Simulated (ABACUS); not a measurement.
## K: equation of state with HCTH407

K:

```
K
1.0
    -2.69756    2.69756    2.69756
     2.69756   -2.69756    2.69756
     2.69756    2.69756   -2.69756
K
1
Direct
  0.00000 0.00000 0.00000
```

| Property | Result |
| --- | --- |
| Program | ABACUS 3.10.1 |
| Task | equation of state |
| Functional | HCTH407 |
| Potentials or basis | PseudoDojo NC SR 0.5 PBE standard |
| Cutoff | 1007 eV |
| Density cutoff | 4027 eV |
| Basis | plane waves |
| k mesh | 6 × 6 × 6 |
| Occupations | fermi-dirac, width 0.05 eV |
| Spin | no spin polarisation |
| Radial cutoff of the potentials (pseudo_rcut) | 10 bohr |
| SCF threshold on the density | 1e-08 |
| Max SCF steps | 100 |
| Eigensolver | dav |
| Mixing | broyden |
| Mixing share | 0.7 |
| Symmetry key | 1 |
| Bands | 9 |

```yaml
Equilibrium_volume: 81.86 Å³/atom
Bulk_modulus: 3.2 GPa
Pressure_derivative_of_the_bulk_modulus: "3.4 (rough: it moves with the points fitted)"
```

Energy against volume, from the lowest point:
| volume (Å³/atom) | energy (meV/atom) |
| --- | --- |
| 73.807 | 9.32 |
| 75.378 | 5.83 |
| 76.948 | 3.31 |
| 78.519 | 1.45 |
| 80.089 | 0.41 |
| 81.659 | 0.00 |
| 83.230 | 0.23 |

All runs of the series together: 95 s on 4 threads of Intel(R) Xeon(R) 6975P-C (Granite Rapids), with other jobs on the host.

Caveat: the potentials were made for another functional, which shifts forces and pressure.
